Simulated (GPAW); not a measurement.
A run of GPAW 26.7.0 is set up as follows.

File run.py:

```python
import numpy as np
from ase import Atoms
from ase.dft.bandgap import bandgap
from ase.io import write
from ase.units import GPa
from gpaw import GPAW, PW, setup_paths
from gpaw.spinorbit import soc_eigenstates

setup_paths.insert(0, '.')

atoms = Atoms(['Zr', 'Se', 'Se'],
              cell=[[3.798, 0.0, 0.0],
                    [-1.899, 3.2891644836, 0.0],
                    [0.0, 0.0, 6.192]],
              scaled_positions=[[0.0, 0.0, 0.0],
                                [0.6666666667, 0.3333333333, 0.75],
                                [0.3333333333, 0.6666666667, 0.25]],
              pbc=True)

calc = GPAW(mode=PW(600),
            xc='PBEsol',
            kpts={'size': (8, 8, 5), 'gamma': True},
            occupations={'name': 'fermi-dirac', 'width': 0.05},
            nbands=24,
            convergence={'density': 1e-05, 'energy': 1e-05},
            maxiter=150,
            txt='gpaw.txt')
atoms.calc = calc
energy = atoms.get_potential_energy()
forces = atoms.get_forces()
stress = atoms.get_stress()
calc.write('gs.gpw')
write('result.traj', atoms)
print(f'Energy: {energy:.6f} eV')
print('Forces (eV/A):')
print(forces.round(4))
print('Stress (GPa):', (stress / GPa).round(3))
print('Fermi level:', round(calc.get_fermi_level(), 4), 'eV')
print(f'Gap: {bandgap(calc)[0]:.4f} eV, direct: {bandgap(calc, direct=True)[0]:.4f} eV')

path = atoms.cell.bandpath('GMKGALHA,LM,KH', npoints=100, eps=1e-4)
bs_calc = calc.fixed_density(kpts=path, symmetry='off', nbands=39,
                             convergence={'bands': 'CBM+6.0', 'eigenstates': 1e-6}, txt='bands.txt')
bs = bs_calc.band_structure()
bs.write('bs.json')
print(f'Gap on the path: {bandgap(bs_calc)[0]:.4f} eV')

soc = soc_eigenstates(bs_calc, theta=54.7, phi=45)
np.savetxt('soc_bands.dat', soc.eigenvalues(), fmt='%.4f')
mesh = soc_eigenstates('gs.gpw', theta=54.7, phi=45)
np.savetxt('soc_mesh.dat', mesh.eigenvalues(), fmt='%.4f')
print('Fermi level with spin-orbit coupling:', round(mesh.fermi_level, 4), 'eV')
```

Potentials or basis: PAW data sets generated in the run's folder for this functional, pw.

Run with:

```console
$ gpaw-setup -f PBEsol Se Zr
$ OMP_NUM_THREADS=1 python run.py
```

**Question.** Predict the largest force.

**Answer.** 0.066 eV/Å.

**Question.** Predict the band gap on the k mesh.

**Answer.** 0.21 eV, indirect (least direct gap 0.86 eV).

**Question.** Estimate the pressure.

**Answer.** -1.4 GPa.

**Question.** Estimate the band gap along the path.

**Answer.** 0.17 eV, indirect (least direct gap 0.86 eV).

Forces on the atoms (eV/Å):
```
Zr   0.000  0.000  0.000
Se   0.000  0.000 -0.066
Se   0.000  0.000  0.066
```

Caveat: spin-orbit coupling was added after a scalar SCF, so levels and gaps hold it while energy, forces, pressure and moments don't; this program's spin-orbit splittings come out too wide for heavy elements; this functional lacks dispersion, which binds the layers, so the pressure and a relaxed spacing across them are unreliable.

**What was measured.**

From “Stress-Tuned Optical Transitions in Layered 1T-MX2 (M= Hf, Zr, Sn; X= S, Se) Crystals”, 2022, arxiv:2210.12074, for a bulk crystal of ZrSe2: band gap 1.2 eV (indirect).

Against the measured gap of ZrSe2, 1.2 eV (indirect; quoted in “Stress-Tuned Optical Transitions in Layered 1T-MX2 (M= Hf, Zr, Sn; X= S, Se) Crystals”, 2022, arxiv:2210.12074), the calculated 0.17 eV is off by -1.03 eV. So large a miss can be the level of theory's own, or it may mean another phase, state or a wrong row. The value is that of PBEsol, without temperature or zero-point motion. Semilocal functionals fall short of measured gaps as a rule.
